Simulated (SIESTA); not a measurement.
Set up this calculation in SIESTA 5.4.2, as the native input.

```
Task                : single point
Functional          : PBEsol
Potentials or basis : PseudoDojo 0.4 standard (PBEsol files)
Basis               : DZP (energy shift 0.003 Ry; two zetas on semicore shells)
Grid cutoff         : 500 Ry
Energy shift        : 0.003 Ry
k mesh              : 6 × 6 × 6
Occupations         : fermi-dirac, width 0.05 eV
Spin                : no spin polarisation
```

The system is PbSe2.

```
CELL_PARAMETERS angstrom
-3.23863 3.23863 3.90220
3.23863 -3.23863 3.90220
3.23863 3.23863 -3.90220
ATOMIC_POSITIONS crystal
Pb 0.75000 0.75000 0.00000
Pb 0.25000 0.25000 0.00000
Se 0.12982 0.37018 0.50000
Se 0.87018 0.62982 0.50000
Se 0.37018 0.87018 0.24037
Se 0.62982 0.12982 0.75963
```

The cell comes from a database or a generator and needn't be the stable form of this composition.

These files were run (other wordings do the same):

PbSe2.fdf

```
SystemName                      PbSe2
SystemLabel                     PbSe2
NumberOfSpecies                 2
NumberOfAtoms                   6
%block ChemicalSpeciesLabel
  1  82 Pb
  2  34 Se
%endblock ChemicalSpeciesLabel

LatticeConstant                 1.0 Ang
%block LatticeVectors
    -3.2386329600     3.2386329600     3.9021962900
     3.2386329600    -3.2386329600     3.9021962900
     3.2386329600     3.2386329600    -3.9021962900
%endblock LatticeVectors
AtomicCoordinatesFormat         Fractional
%block AtomicCoordinatesAndAtomicSpecies
     0.7500000000     0.7500000000     0.0000000000  1  Pb
     0.2500000000     0.2500000000     0.0000000000  1  Pb
     0.1298167350     0.3701832650     0.5000000000  2  Se
     0.8701832650     0.6298167350     0.5000000000  2  Se
     0.3701832650     0.8701832650     0.2403665300  2  Se
     0.6298167350     0.1298167350     0.7596334700  2  Se
%endblock AtomicCoordinatesAndAtomicSpecies

%block kgrid.MonkhorstPack
    6   0   0  0.0
    0   6   0  0.0
    0   0   6  0.0
%endblock kgrid.MonkhorstPack
XC.Functional                   GGA
XC.Authors                      PBEsol
PAO.BasisSize                   DZP
PAO.EnergyShift                 0.003 Ry
Mesh.Cutoff                     500 Ry
OccupationFunction              FD
ElectronicTemperature           0.05 eV
MaxSCFIterations                120
SCF.MustConverge                false
SCF.Mixer.Method                Pulay
SCF.Mixer.Weight                0.25
SCF.Mixer.History               8
SCF.DM.Tolerance                5.0e-05
SCF.H.Tolerance                 1.0e-03 eV
WriteForces                     true
Charge.Mulliken                 end
Charge.Hirshfeld                end
Charge.Voronoi                  end
SaveRho                         true
SaveElectrostaticPotential      true
%block PAO.Basis
  Pb 4
  n=6 0 2
    6.155 0.000
  n=6 1 2
    8.826 0.000
  n=5 2 2
    4.164 0.000
  n=6 2 1
    8.826
  Se 4
  n=4 0 2
    5.129 0.000
  n=4 1 2
    6.708 0.000
  n=3 2 2
    2.662 0.000
  n=4 2 1
    6.708
%endblock PAO.Basis
```

Potentials or basis: PseudoDojo 0.4 standard (PBEsol files), DZP (energy shift 0.003 Ry; two zetas on semicore shells).

Run with:

```bash
$ siesta PbSe2.fdf > PbSe2.out 2>&1
```

It gave:

| Item | Value |
| --- | --- |
| Pressure | 0.1 GPa |
| Largest force | 1.033 eV/Å |
| Band gap on the k mesh | none (metal or under the smearing width) |
| Hirshfeld charges | Pb +0.21; Se -0.10 e |
| Voronoi charges | Pb +0.28; Se -0.14 e |

Caveat: Mulliken charges of long-ranged orbitals can have an unphysical sign; the basis of atomic orbitals isn't converged, which shifts pressures, moduli and gaps; forces of over 1 eV/Å show positions far from the minimum, so gaps and moduli don't describe the material at rest.

Run time: 85 s on 1 thread of Arm Neoverse V1 (shared host), peak memory 0.36 GiB.
